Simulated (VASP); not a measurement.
A run of VASP 6.6.1 is set up as follows.

The input INCAR:

```
ALGO = Normal ; EDIFF = 1E-6
ENCUT = 520 ; GGA = PE
ISIF = 2 ; ISMEAR = 0
LASPH = T ; LCHARG = T
LELF = T ; LREAL = F
LVHAR = T ; LWAVE = F
NBANDS = 52 ; NELM = 80
PREC = Accurate ; SIGMA = 0.1
```

KPOINTS

```
k-points
0
Gamma
  6 6 6
```

File POSCAR:

```
Sb2Pt
1.0
    6.5532274924      0.0000000000      0.0000000000
    0.0000000000      6.5532274924      0.0000000000
    0.0000000000      0.0000000000      6.5532274924
Sb Pt
8 4
Direct
    0.3749055479      0.3749055479      0.3749055479
    0.1250944521      0.6250944521      0.8749055479
    0.8749055479      0.1250944521      0.6250944521
    0.6250944521      0.8749055479      0.1250944521
    0.6250944521      0.6250944521      0.6250944521
    0.8749055479      0.3749055479      0.1250944521
    0.1250944521      0.8749055479      0.3749055479
    0.3749055479      0.1250944521      0.8749055479
    0.0000000000      0.0000000000      0.0000000000
    0.5000000000      0.0000000000      0.5000000000
    0.5000000000      0.5000000000      0.0000000000
    0.0000000000      0.5000000000      0.5000000000
```

Potentials or basis: VASP PAW PBE potentials, release 64 (Sb, Pt).

The run is started by

```sh
$ cat potpaw_PBE.64/Sb/POTCAR potpaw_PBE.64/Pt/POTCAR > POTCAR
$ mpirun -np 1 vasp_std > vasp.out
```

Problem. Predict the pressure.

Solution. -0.3 GPa.

Problem. Estimate the largest force.

Solution. 0.023 eV/Å.

Problem. What does it give for the band gap on the k mesh?

Solution. Zero (bands 40 and 41 overlap by 0.22 eV).

Forces on the atoms (eV/Å):
```
Sb  -0.013 -0.013 -0.013
Sb   0.013  0.013 -0.013
Sb  -0.013  0.013  0.013
Sb   0.013 -0.013  0.013
Sb   0.013  0.013  0.013
Sb  -0.013 -0.013  0.013
Sb   0.013 -0.013 -0.013
Sb  -0.013  0.013 -0.013
Pt   0.000  0.000  0.000
Pt   0.000  0.000  0.000
Pt   0.000  0.000  0.000
Pt   0.000  0.000  0.000
```

Caveat: spin-orbit coupling is left out, which moves the levels of the heavy elements.

**What was measured.**

From a printed reference work, data compilation, for a bulk crystal of Sb2Pt: band gap 0.11 eV.

Measured gap of Sb2Pt: 0.11 eV (a printed reference work, data compilation). This calculation gives 0.00 eV (-0.11 eV). Spin-orbit coupling on Pt, Sb is left out. The value is that of PBE on a finite k mesh, which can miss the band edges, without temperature or zero-point motion. Semilocal functionals fall short of measured gaps as a rule.
